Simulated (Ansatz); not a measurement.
## Te under changes of volume

One of the cells (33.925 Å³/atom); the others are scaled copies at fixed shape and fractional positions:

```
Te
1.0
     4.45400    0.00000    0.00000
    -2.22700    3.85728    0.00000
     0.00000    0.00000    5.92400
Te
3
Direct
  0.73100 0.73100 0.00000
  0.00000 0.26900 0.66667
  0.26900 0.00000 0.33333
```

- Program: Ansatz 0.2.0
- Functional: PBE
- Potentials or basis: all-electron LAPW, scalar-relativistic
- Cutoff: 234 eV (chosen from the basis error)
- Basis error allowed: 0.001 eV/atom
- k mesh: 7 × 7 × 5
- Occupations: fermi-dirac, width 0.05 eV
- Spin: no spin polarisation

| volume (Å³/atom) | energy over the lowest point (meV/atom) | pressure (GPa) | gap on the mesh (eV) | largest force (eV/Å) |
| --- | --- | --- | --- | --- |
| 31.890 | 44.62 | 5.1 | 0.62 | 0.497 |
| 32.568 | 25.92 | 3.8 | 0.62 | 0.371 |
| 33.247 | 12.64 | 2.5 | 0.63 | 0.253 |
| 33.925 | 4.22 | 1.5 | 0.64 | 0.144 |
| 34.604 | 0.16 | 0.5 | 0.64 | 0.042 |
| 35.282 | 0.00 | -0.4 | 0.64 | 0.053 |
| 35.961 | ? | ? | ? | ? |

Question: What does the run at 35.961 Å³/atom give?

Answer: Energy over the lowest point 3.33 meV/atom; pressure -1.2 GPa; gap on the mesh 0.65 eV; largest force 0.142 eV/Å.

Worked out: A Birch-Murnaghan fit of order 3 (a polynomial in V^(-2/3)) to the other rows has its minimum at 34.97 Å³/atom with B0 = V·E''(V) = 45 GPa and B' = 4.6 at fixed shape and positions, which overstates the stiffness. It gives 3.34 meV/atom at 35.961 Å³/atom, against the run's 3.33, and -dE/dV = -1.2 GPa, against -1.2. A straight line through the other rows of the gap, of slope 0.241 eV per unit of ln V, extrapolates to 0.65 eV, against the run's 0.65.

Energies are extrapolated to zero smearing.

Caveats: spin-orbit coupling is left out, which moves the levels of the heavy elements; an odd mesh through Γ misses points on the zone boundary, where band edges often lie.
